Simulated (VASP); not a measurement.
Input of a VASP 6.6.1 run:

Contents of INCAR:

```
SYSTEM = HgSe
PREC = Accurate
ENCUT = 600
EDIFF = 1E-7
ISMEAR = 0
SIGMA = 0.1
LREAL = .False.
LASPH = .True.
NELM = 60
ALGO = Normal
ISIF = 3
LWAVE = .False.
LCHARG = .False.
MAGMOM = 0 0 0 0 0 0
LORBIT = 11
LSORBIT = .True.
GGA_COMPAT = .False.
GGA = 91
IVDW = 13
VDW_S6 = 1.0
VDW_S8 = 0.77283111
VDW_A1 = 0.39581542
VDW_A2 = 4.93405761
IBRION = 2
NSW = 40
EDIFFG = -0.01
```

Contents of KPOINTS:

```
regular mesh
0
Monkhorst
  6 6 6
  0 0 0
```

File POSCAR:

```
HgSe
1.0
    0.0000000000      3.0390000000      3.0390000000
    3.0390000000      0.0000000000      3.0390000000
    3.0390000000      3.0390000000      0.0000000000
Hg Se
1 1
Direct
    0.0000000000      0.0000000000      0.0000000000
    0.7500000000      0.7500000000      0.7500000000
```

Potentials or basis: VASP PAW PBE potentials, release 64 (Hg, Se).

The run is started by

```bash
$ cat potpaw_PBE.64/Hg/POTCAR potpaw_PBE.64/Se/POTCAR > POTCAR
$ mpirun -np 1 vasp_ncl > vasp.out
```

(1) What does it give for the space group after relaxing (to 0.05 Å)?

(2) Estimate the relaxed volume.

(3) Predict the dispersion energy per atom.

Results:

(1) F-43m (No. 216).

(2) 29.62 Å³/atom.

(3) -0.271 eV.

Caveat: the PAW data sets were made with another functional, which shifts forces and pressure a little.
